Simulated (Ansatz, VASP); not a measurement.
Two plane-wave programs on Pt

```
Pt
1.0
     0.00000    1.95891    1.95891
     1.95891    0.00000    1.95891
     1.95891    1.95891    0.00000
Pt
1
Direct
  0.00000 0.00000 0.00000
```

Alike in both runs: functional PBEsol; k mesh 14 × 14 × 14; occupations fermi-dirac, width 0.05 eV; no spin polarisation.

Ansatz relaxed the structure, and its values are those at the end. VASP's run is a single point on that final structure, the one shown.

```csv
,VASP,Ansatz
version,VASP 6.6.1,Ansatz 0.2.0
potentials or method,"VASP PAW PBE potentials, release 64 (Pt)","PAW with Ansatz's default frozen-core files, scalar-relativistic"
plane-wave cutoff (eV),520,420
valence electrons in the cell,10,18
```

Ansatz gave:

| Quantity | Value |
| --- | --- |
| pressure (GPa) | 0.0 |

Problem. What did VASP give for the same quantities?

Solution. Pressure (GPa): -0.4.

The functional is the same, so the differences come from potentials, cutoffs and numerics. The two sets of potentials don't hold the same shells in valence. Ansatz warned: «gradients_without_spin_orbit».

Caveats: the PAW data sets were made with another functional, which shifts forces and pressure a little (VASP). The runs have no spin-orbit coupling, so splittings on Pt are missing.
